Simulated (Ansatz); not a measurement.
This Ansatz (a program for electronic structure) input is the reference run, CsPbI$_{3}$ in the cubic perovskite structure (space group Pm-3m, No. 221), computed with r2SCAN in Ansatz (plane waves to 500 eV, PAW, without spin-orbit coupling):

Ansatz 0.2 input:
```yaml
crystal:
  lattice:
    - [6.3326727101, 0, 0]
    - [0, 6.3326727101, 0]
    - [0, 0, 6.3326727101]
  atoms:
    - { symbol: Cs, position: [0, 0, 0] }
    - { symbol: Pb, position: [0.5, 0.5, 0.5] }
    - { symbol: I, position: [0, 0.5, 0.5] }
    - { symbol: I, position: [0.5, 0.5, 0] }
    - { symbol: I, position: [0.5, 0, 0.5] }
basis: { ecutwfc: 500, ecutrho_ratio: 4, xc_grid: 4, fft_grid_basis: typed }
kpoints: { mp_grid: { grid: [5, 5, 5] } }
hamiltonian:
  xc: r2scan
  dispersion: none
  pseudopotentials: { kind: paw }
scf: { occupations: { method: fermi_dirac, width: 0.05 }, convergence: { dr2_threshold: 0.0000000005 } }
output: { forces: true, stress: true }
checkpoint: { write: state.ck, write_every: 1000 }
```

Question: Write the input for this change: biaxial strain +0.81 %, plane normal [001], relaxed out of plane (Cartesian); in-plane vectors clamped, the third vector and the atoms free.

Answer: 
Ansatz 0.2 input:
```yaml
crystal:
  lattice:
    - [6.3839673591, 0, 0]
    - [0, 6.3839673591, 0]
    - [0, 0, 6.3070253856]
  atoms:
    - { symbol: Cs, position: [0, 0, 0] }
    - { symbol: Pb, position: [0.5, 0.5, 0.5] }
    - { symbol: I, position: [0, 0.5, 0.5] }
    - { symbol: I, position: [0.5, 0.5, 0] }
    - { symbol: I, position: [0.5, 0, 0.5] }
basis: { ecutwfc: 500, ecutrho_ratio: 4, xc_grid: 4, fft_grid_basis: typed }
kpoints: { mp_grid: { grid: [5, 5, 5] } }
hamiltonian:
  xc: r2scan
  dispersion: none
  pseudopotentials: { kind: paw }
scf: { occupations: { method: fermi_dirac, width: 0.05 } }
relax: { f_tol: 0.005, max_steps: 50, cell: { stress_tol: 0.01, fix: [a, b, gamma] } }
output: { forces: true, stress: true }
checkpoint: { write: state.ck, write_every: 1000 }
```
This is the input that was run; other choices of cell and start would serve too.

Stability against distortions was not tested. Many cubic perovskites are stable only at high temperature; tilts and polar distortions were not tested. This is not the structure that CsPbI3 has at room temperature and ambient pressure.
